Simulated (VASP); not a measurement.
Wanted: the native input for a VASP 6.6.1 run.

- Task: relaxation of cell and atoms
- Functional: PBEsol
- Potentials or basis: VASP PAW PBE potentials, release 64 (Rh_pv)
- Cutoff: 300 eV
- k mesh: 18 × 18 × 18
- Occupations: gaussian, width 0.1 eV
- Spin: no spin polarisation
- Further INCAR settings: ALGO = Fast; EDIFF = 1e-07; IBRION = 2; EDIFFG = -0.005; NSW = 90; ISIF = 3

The structure of Rh lies in POSCAR:

```
Rh
1.0
    0.0000000000      1.9029860900      1.9029860900
    1.9029860900      0.0000000000      1.9029860900
    1.9029860900      1.9029860900      0.0000000000
Rh
1
Direct
    0.0000000000      0.0000000000      0.0000000000
```

The input as run:

INCAR

```
ALGO = Fast
EDIFF = 1E-7
EDIFFG = -0.005
ENCUT = 300
GGA = PS
IBRION = 2
ISIF = 3
ISMEAR = 0
LASPH = T
LCHARG = F
LREAL = F
LWAVE = F
NELM = 60
NSW = 90
PREC = Accurate
SIGMA = 0.1
```

KPOINTS

```
k-points
0
Gamma
  18 18 18
```

Potentials or basis: VASP PAW PBE potentials, release 64 (Rh_pv).

Launch:

```sh
$ cat potpaw_PBE.64/Rh_pv/POTCAR > POTCAR
$ mpirun -np 1 vasp_std > vasp.out
```

It gave:

| Item | Value |
| --- | --- |
| Relaxed volume | 13.47 Å³/atom |
| Relaxed cell | a = 2.671 Å, b = 2.671 Å, c = 2.671 Å, α = 60.00°, β = 60.00°, γ = 60.00° |
| Space group after relaxing (to 0.05 Å) | Fm-3m (No. 225) |
| Energy gained by relaxing | 6.3 meV/atom |
| Ionic steps | 4 |
| Pressure after relaxing | 0.0 GPa |
| Band gap on the k mesh | none (metal or under the smearing width) |

Caveat: the cutoff is under 1.25 times the usual one of these potentials, so pressure, stress and relaxed cells hold a basis-set (Pulay) error; the PAW data sets were made with another functional, which shifts forces and pressure a little.

It took 12 s on 1 thread of Intel(R) Xeon(R) 6975P-C (Granite Rapids), on a shared host, peak memory 0.12 GiB.
